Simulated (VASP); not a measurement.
# MgO: core levels, initial state, 5 variants

MgO, Fm-3m (no. 225), 2 atoms in the cell. PBE, core levels, initial state; PAW potentials Mg, O (PBE set).

| Cell | Core level of the first element (eV) | Core level of the second element (eV) | Time (s) |
|---|---|---|---|
| as given | 1251.81 | 503.12 | 2.7 |
| last atom moved along z (Å) = 0.01 | 1251.81 | 503.12 | 3.9 |
| last atom moved along z (Å) = 0.02 | 1251.80 | 503.12 | 3.8 |
| last atom moved along z (Å) = 0.05 | 1251.79 | 503.12 | 3.7 |
| last atom moved along z (Å) = 0.1 | 1251.76 | 503.11 | 4.0 |

Limits: Levels are depths of Mg 1s, O 1s below the valence top, elements in the POSCAR's order.

## Input of the first row

INCAR:
```
  GGA = PE
  PREC = Accurate
  ENCUT = 600
  EDIFF = 1E-7
  LREAL = F
  LASPH = T
  ALGO = Normal
  NELM = 120
  LWAVE = F
  LCHARG = F
  ISMEAR = 0
  SIGMA = 0.02
  KPAR = 2
  ICORELEVEL = 1
```

KPOINTS:
```
k-points
0
Gamma
  10 10 10
```

POSCAR:
```
MgO
1.0
    0.0000000000      2.0970013927      2.0970013927
    2.0970013927      0.0000000000      2.0970013927
    2.0970013927      2.0970013927      0.0000000000
Mg O
1 1
Direct
    0.0000000000      0.0000000000      0.0000000000
    0.5000000000      0.5000000000      0.5000000000
```

Commands:
```
cat potpaw_PBE.64/Mg/POTCAR potpaw_PBE.64/O/POTCAR > POTCAR
mpirun -np 2 vasp_std > vasp.out
```

VASP 6.6.1 took 2.7 s on 2 cores (Intel Xeon 6975P-C (Granite Rapids)), a shared host.
